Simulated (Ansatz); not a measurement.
**Fe under changes of volume**

One of the cells (9.857 Å³/atom); the others are scaled copies at fixed shape and fractional positions:

```xyz
2
Lattice="2.4342 0.0000 0.0000 -1.2171 2.1080 0.0000 0.0000 0.0000 3.8419" Properties=species:S:1:pos:R:3 pbc="T T T"
Fe    1.2171    0.7027    2.8815
Fe    0.0000    1.4054    0.9605
```

This isn't the form of Fe at room conditions, which is bcc.

```yaml
Program: Ansatz 0.2.0
Functional: r2SCAN
Potentials_or_basis: Ansatz PAW
Cutoff: "500 eV (not typed: the program's choice for these potentials)"
k_mesh: 12 × 12 × 7
Occupations: fermi-dirac, width 0.05 eV
Spin: collinear spin, ferromagnetic start
Starting_moments: "[3.0, 3.0] μB"
```

| volume (Å³/atom) | energy over the lowest point (meV/atom) | pressure (GPa) | moment (μB per cell) |
| --- | --- | --- | --- |
| 9.266 | ? | ? | ? |
| 9.463 | 328.29 | 72.3 | 4.98 |
| 9.660 | 245.39 | 63.6 | 5.05 |
| 9.857 | 171.34 | 56.6 | 5.16 |
| 10.054 | 105.85 | 49.6 | 5.23 |
| 10.251 | 48.88 | 42.9 | 5.28 |
| 10.448 | 0.00 | 36.6 | 5.32 |

Task: What does the run at 9.266 Å³/atom give?

Result: Energy over the lowest point 423.55 meV/atom; pressure 82.7 GPa; moment 4.95 μB per cell.

Worked out: A Birch-Murnaghan fit of order 3 (a polynomial in V^(-2/3)) to the other rows has no minimum within the range. It gives 420.14 meV/atom at 9.266 Å³/atom, against the run's 423.55, and -dE/dV = 78.4 GPa, against 82.7. A parabola through the other rows of the moment, of slope 0.604 μB per Å³/atom there, extrapolates to 4.86 μB, against the run's 4.95.

Energies are extrapolated to zero smearing.

Caveats: the magnetic or orbital state may not be the lowest; the PAW data sets come from PBE, with cores solved anew for the run's functional, which leaves a small shift of forces and pressure.
